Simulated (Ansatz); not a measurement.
Molecular dynamics on a 2×2×2 supercell (16 atoms) of RbBr (rocksalt), relaxed with r2SCAN. Forces come from r2SCAN in Ansatz: constant energy and volume (NVE), velocities drawn at 200 K, steps of 1.5 fs. Spin polarisation is off, nuclei are classical, and the run is far too short for thermal averages.

```yaml
crystal:
  lattice:
    - [0.0, 6.9216522145, 6.9216522145]
    - [6.9216522145, 0.0, 6.9216522145]
    - [6.9216522145, 6.9216522145, 0.0]
  atoms:
    - { symbol: Rb, position: [0.0, 0.0, 0.0] }
    - { symbol: Br, position: [0.25, 0.25, 0.25] }
    - { symbol: Rb, position: [0.0, 0.0, 0.5] }
    - { symbol: Br, position: [0.25, 0.25, 0.75] }
    - { symbol: Rb, position: [0.0, 0.5, 0.0] }
    - { symbol: Br, position: [0.25, 0.75, 0.25] }
    - { symbol: Rb, position: [0.0, 0.5, 0.5] }
    - { symbol: Br, position: [0.25, 0.75, 0.75] }
    - { symbol: Rb, position: [0.5, 0.0, 0.0] }
    - { symbol: Br, position: [0.75, 0.25, 0.25] }
    - { symbol: Rb, position: [0.5, 0.0, 0.5] }
    - { symbol: Br, position: [0.75, 0.25, 0.75] }
    - { symbol: Rb, position: [0.5, 0.5, 0.0] }
    - { symbol: Br, position: [0.75, 0.75, 0.25] }
    - { symbol: Rb, position: [0.5, 0.5, 0.5] }
    - { symbol: Br, position: [0.75, 0.75, 0.75] }
kpoints:
  mp_grid: { grid: [2, 2, 2] }
hamiltonian:
  xc: r2scan
scf:
  occupations: { method: fermi_dirac, width: 0.02 }
md:
  ensemble: nve
  temperature: 200
  timestep: 1.5
  n_steps: 20
  initial_velocities: maxwell_boltzmann
  seed: 891
```

Command: `ansatz run input.yaml --threads 4 --pin off --max-ram 3686MiB --backend cpu --events-out ev --progress --plain --runs-dir out`.

Question: It ran on 4 threads of Arm Neoverse V2, with other jobs on the host, load about 0.3 per core. About how long did it take, and what peak of host memory did it reach?

Answer: About 3.4 min, with a peak of 2.9 GiB.

Question: How do temperature and energy develop?

Answer: The temperature goes from 200 K to 166 K in 30 fs. The conserved energy stays within 0.00 meV an atom. By the last step the atoms have moved 0.07 Å in the root mean square, the drift of the whole cell taken out, 0.10 Å at most.
```tsv
step	t (fs)	T (K)	free energy F from step 0 (meV/atom)	kinetic energy (meV/atom)	largest force (eV/Å)
0	0	200	0.0	24.2	0.00
1	1.5	200	0.0	24.2	0.01
2	3	200	0.0	24.2	0.02
3	4.5	199	0.1	24.1	0.03
4	6	199	0.2	24.1	0.04
5	7.5	198	0.3	24.0	0.05
6	9	197	0.4	23.8	0.06
7	10.5	195	0.5	23.7	0.07
8	12	194	0.7	23.5	0.08
9	13.5	193	0.9	23.3	0.09
10	15	191	1.1	23.1	0.10
11	16.5	189	1.3	22.9	0.11
12	18	187	1.6	22.7	0.12
13	19.5	185	1.8	22.4	0.13
14	21	182	2.1	22.1	0.14
15	22.5	180	2.4	21.8	0.15
16	24	177	2.7	21.5	0.16
17	25.5	175	3.1	21.2	0.17
18	27	172	3.4	20.8	0.18
19	28.5	169	3.8	20.4	0.19
20	30	166	4.2	20.1	0.20
```

Positions (Å) and forces (eV/Å) at step 20:
```
Rb  -0.041  -0.015   0.005     0.118   0.017   0.004
Br   3.505   3.440   3.449    -0.100   0.089   0.097
Rb   3.460   3.427   0.055    -0.038   0.026  -0.118
Br   6.931   6.973   3.491    -0.015  -0.074  -0.045
Rb   3.503   0.067   3.401    -0.075  -0.127   0.139
Br   6.931   3.458   6.922    -0.041  -0.040  -0.014
Rb   6.898   3.448   3.391     0.040   0.130   0.090
Br  10.427   6.860   6.931    -0.070   0.086  -0.046
Rb  -0.003   3.444   3.435    -0.031   0.065   0.040
Br   3.533   6.957   6.965    -0.107  -0.113  -0.121
Rb   3.422   6.914   3.407     0.084   0.022   0.132
Br   6.853  10.368   6.879     0.131   0.002   0.007
Rb   3.461   3.450   6.981    -0.021   0.009  -0.070
Br   6.923   7.011  10.377     0.016  -0.159   0.029
Rb   6.950   6.871   6.958     0.018   0.060  -0.089
Br  10.311  10.393  10.417     0.093   0.008  -0.034
```
